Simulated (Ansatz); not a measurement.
Consider Li2S in the anti-fluorite structure (space group Fm-3m, No. 225).

```xyz
3
Lattice="0.0000 2.8275 2.8275 2.8275 0.0000 2.8275 2.8275 2.8275 0.0000" Properties=species:S:1:pos:R:3 pbc="T T T"
Li     1.4137     1.4137     1.4137
Li     4.2412     4.2412     4.2412
S      0.0000     0.0000     0.0000
```

Cartesian axes are those of the cell as printed.

Calculations: PBEsol/PAW in Ansatz (a first-principles code), spin-orbit coupling left out.

It is then changed as follows: the cell is scaled by 0.9950 in all directions; the atoms relax in the strained cell.

Question: Predict the stress tensor and what it implies for the stiffness.

Answer: Stress of the strained cell less that of the base (GPa, compression positive):
```
   0.65    0.00    0.00
   0.00    0.65    0.00
   0.00    0.00    0.65
```

Then B = −ΔP/(ΔV/V₀) with ΔV/V₀ = -0.0149 gives secant stiffness values (nonlinear terms included at this strain): B ≈ 44 GPa.

Whether these cells are dynamically stable was not tested.
